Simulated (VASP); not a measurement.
# YN in VASP 6.6.1, single-point calculation

INCAR

```
NELM = 93
LWAVE = .FALSE.
ISIF = 2
LREAL = .FALSE.
METAGGA = R2SCAN
PREC = Accurate
LASPH = .TRUE.
ENCUT = 520
SIGMA = 0.02
ALGO = Normal
ISMEAR = -1
NBANDS = 15
IBRION = -1
EDIFF = 1E-7
NSW = 0
LCHARG = .FALSE.
```

KPOINTS

```
KPOINTS created by Atomic Simulation Environment
0
Monkhorst-Pack
10 10 10
0 0 0
```

POSCAR

```
Y  N
 1.0000000000000000
     0.0000000000000000    2.3746066984000000    2.3746066984000000
     2.3746066984000000    0.0000000000000000    2.3746066984000000
     2.3746066984000000    2.3746066984000000    0.0000000000000000
 Y   N
   1   1
Cartesian
  0.0000000000000000  0.0000000000000000  0.0000000000000000
  2.3746066984000000  2.3746066984000000  2.3746066984000000
```

The recommended PBE PAW datasets give the neutral cell 16 valence electrons.

Command

```
mpirun -np 1 vasp_std
```

Question: Predict the outcome of this run.

Answer: It converged. Results: gap between bands v and c on the k mesh 0.77 eV; least direct gap on the k mesh 1.04 eV; pressure 18.8 GPa. Band v is the last that the valence electrons fill when counted band by band, and c is the next.

OSZICAR

```
N       E                     dE             d eps       ncg     rms          rms(c)
DAV:   1     0.366196853891E+02    0.36620E+02   -0.88012E+03  3316   0.111E+03
DAV:   2    -0.385704576879E+02   -0.75190E+02   -0.68824E+02  4485   0.241E+02
DAV:   3    -0.415563646472E+02   -0.29859E+01   -0.29665E+01  4180   0.412E+01
DAV:   4    -0.415962912590E+02   -0.39927E-01   -0.39917E-01  3883   0.467E+00
DAV:   5    -0.415967666665E+02   -0.47541E-03   -0.47540E-03  4035   0.405E-01    0.389E+01
DAV:   6    -0.331061344400E+02    0.84906E+01   -0.58744E+00  4063   0.234E+01    0.364E+01
DAV:   7    -0.332791952154E+02   -0.17306E+00   -0.44371E-01  3846   0.591E+00    0.230E+01
DAV:   8    -0.333048777785E+02   -0.25683E-01   -0.99144E-02  5173   0.285E+00    0.224E+00
DAV:   9    -0.333011558642E+02    0.37219E-02   -0.13805E-02  4021   0.927E-01    0.491E-01
DAV:  10    -0.333011226234E+02    0.33241E-04   -0.13056E-03  3888   0.432E-01    0.223E-01
DAV:  11    -0.333011369463E+02   -0.14323E-04   -0.21908E-04  3958   0.150E-01    0.636E-02
DAV:  12    -0.333011267040E+02    0.10242E-04   -0.19368E-05  4189   0.470E-02    0.672E-02
DAV:  13    -0.333011275212E+02   -0.81718E-06   -0.99598E-06  3727   0.337E-02    0.928E-03
DAV:  14    -0.333011276071E+02   -0.85949E-07   -0.71479E-07  4084   0.856E-03
   1 F= -.33301128E+02 E0= -.33301128E+02  d E =-.371174E-10
```

The shifted mesh misses Γ, so a band edge there is missed.

For comparison, a separate r²SCAN run of the intended cell, on usual settings and not on those above, gives a gap of 0.42 eV on its mesh and a pressure of 18.8 GPa.
